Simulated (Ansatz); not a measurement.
## ZrC in Ansatz: the effect of target pressure

Crystal: ZrC.

```
Zr C
1.0
     0.00000    2.36500    2.36500
     2.36500    0.00000    2.36500
     2.36500    2.36500    0.00000
Zr C
1 1
Direct
  0.50000 0.50000 0.50000
  0.00000 0.00000 0.00000
```

Alike in all runs:

- Program: Ansatz 0.2.0
- Task: relaxation of cell and atoms
- Functional: PBE
- Potentials or basis: all-electron LAPW, scalar-relativistic
- Basis error allowed: 0.001 eV/atom
- k mesh: 10 × 10 × 10
- Occupations: fermi-dirac, width 0.05 eV
- Spin: no spin polarisation

Each run relaxes the cell or the atoms first.

```tsv
target pressure	relaxed volume (Å³/atom)
0 GPa	13.05
5 GPa	12.77
10 GPa	?
20 GPa	12.08
30 GPa	11.71
```

**Question.** What does the run with target pressure 10 GPa give?

**Answer.** Relaxed volume 12.52 Å³/atom.

Worked out: In Murnaghan's law V^(-B') rises as a straight line in P. The other rows fit best with B' = 4.1, V0 = 13.05 Å³/atom and B0 = 220 GPa, which gives 12.52 Å³/atom at 10 GPa, against the run's 12.52.
